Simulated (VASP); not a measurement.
Wanted: the native input for a VASP 6.6.1 run.

```yaml
Task: relaxation of cell and atoms
Functional: LDA
Potentials_or_basis: VASP PAW LDA potentials, release 64 (Sn_d, O)
Cutoff: 600 eV
k_mesh: 6 × 6 × 9
Occupations: fermi-dirac, width 0.05 eV
Spin: no spin polarisation
Further_INCAR_settings: ALGO = Normal; EDIFF = 1e-06; IBRION = 2; EDIFFG = -0.02; NSW = 60; ISIF = 3
```

The structure of SnO2 lies in POSCAR:

```
SnO2
1.0
    4.7380000000      0.0000000000      0.0000000000
    0.0000000000      4.7380000000      0.0000000000
    0.0000000000      0.0000000000      3.1865000000
Sn O
2 4
Direct
    0.0000000000      0.0000000000      0.0000000000
    0.5000000000      0.5000000000      0.5000000000
    0.3071000000      0.3071000000      0.0000000000
    0.1929000000      0.8071000000      0.5000000000
    0.6929000000      0.6929000000      0.0000000000
    0.8071000000      0.1929000000      0.5000000000
```

The input as run:

INCAR

```
SYSTEM = SnO2
ALGO = Normal
EDIFF = 1E-6
EDIFFG = -0.02
ENCUT = 600
IBRION = 2
ISIF = 3
ISMEAR = -1
LASPH = .True.
LCHARG = .False.
LREAL = .False.
LWAVE = .False.
NELM = 60
NSW = 60
PREC = Accurate
SIGMA = 0.05
```

KPOINTS

```
k-points
0
Gamma
  6 6 9
  0 0 0
```

Potentials or basis: VASP PAW LDA potentials, release 64 (Sn_d, O).

The run is started by

```console
$ cat potpaw_LDA.64/Sn_d/POTCAR potpaw_LDA.64/O/POTCAR > POTCAR
$ mpirun -np 1 vasp_std > vasp.out
```

It gave:

```
Relaxed volume                         : 11.90 Å³/atom
Relaxed cell                           : a = 4.728 Å, b = 4.728 Å, c = 3.195 Å, α = 90.00°, β = 90.00°, γ = 90.00°
Space group after relaxing (to 0.05 Å) : P4_2/mnm (No. 136)
Energy gained by relaxing              : 0.6 meV/atom
Ionic steps                            : 5
Pressure after relaxing                : 0.0 GPa
Largest force after relaxing           : 0.006 eV/Å
Band gap on the k mesh                 : 1.15 eV, direct
```

Caveat: spin-orbit coupling is left out, which moves the levels of the heavy elements.

It took 3 min on 1 thread of AMD EPYC 9R45 96-Core Processor (Zen 5), on a shared host, peak memory 0.22 GiB.
